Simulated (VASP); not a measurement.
**MgS (zincblende): one PBE dielectric-response calculation in two programs**

```
Mg S
1.0
     0.00000    2.83088    2.83088
     2.83088    0.00000    2.83088
     2.83088    2.83088    0.00000
Mg S
1 1
Direct
  0.00000 0.00000 0.00000
  0.25000 0.25000 0.25000
```

Each program uses its own PAW datasets. VASP's cell holds 8 valence electrons and Ansatz's 16. Ansatz refines its k mesh for the response by itself, so the meshes differ.

Cutoffs: 520 eV in VASP, 420 eV in Ansatz. k meshes: 10×10×10 and 6×6×6.

|  | VASP | Ansatz |
| --- | --- | --- |
| ε∞ with local fields (xx, yy, zz) | 4.03, 4.03, 4.03 | 4.04, 4.04, 4.04 |
| mean Born charge by atom, in the order of the cell | 1.90, -1.90 e | 1.89, -1.89 e |
